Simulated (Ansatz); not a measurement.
The system is SrCl2.

```
CELL_PARAMETERS angstrom
0.00000 3.48835 3.48835
3.48835 0.00000 3.48835
3.48835 3.48835 0.00000
ATOMIC_POSITIONS crystal
Sr 0.00000 0.00000 0.00000
Cl 0.75000 0.75000 0.75000
Cl 0.25000 0.25000 0.25000
```

Base run:

```yaml
Program: Ansatz 0.2.0
Functional: LDA
Potentials_or_basis: Ansatz PAW
Cutoff: 420 eV
Density_cutoff: 1680 eV
k_mesh: 4 × 4 × 4
Occupations: fermi-dirac, width 0.05 eV
Spin: no spin polarisation
```

Its results: band gap on the k mesh 4.88 eV, indirect (least direct gap 5.16 eV); pressure -2.8 GPa.

Q: After a change of settings the same cell gave: band gap on the k mesh 5.37 eV, indirect (least direct gap 5.51 eV); pressure 2.7 GPa. Which change was it?
A. functional from LDA to BLYP
B. functional from LDA to PBEsol; k mesh from 4 × 4 × 4 to 7 × 7 × 7
C. functional from LDA to PBE
D. functional from LDA to r2SCAN; cutoff from 420 eV to 500 eV; density cutoff from 1680 eV to 2000 eV; k mesh from 4 × 4 × 4 to 7 × 7 × 7

A: A.

BLYP binds less tightly than LDA, so the same cell stands under more pressure.

Caveats: the PAW data sets come from PBE, with cores solved anew for the run's functional, which leaves a small shift of forces and pressure; the density of states is complete only up to the lowest level of the last band computed; the potentials were made for another functional, which shifts forces and pressure (some runs).

Not every run made on this cell is shown here.
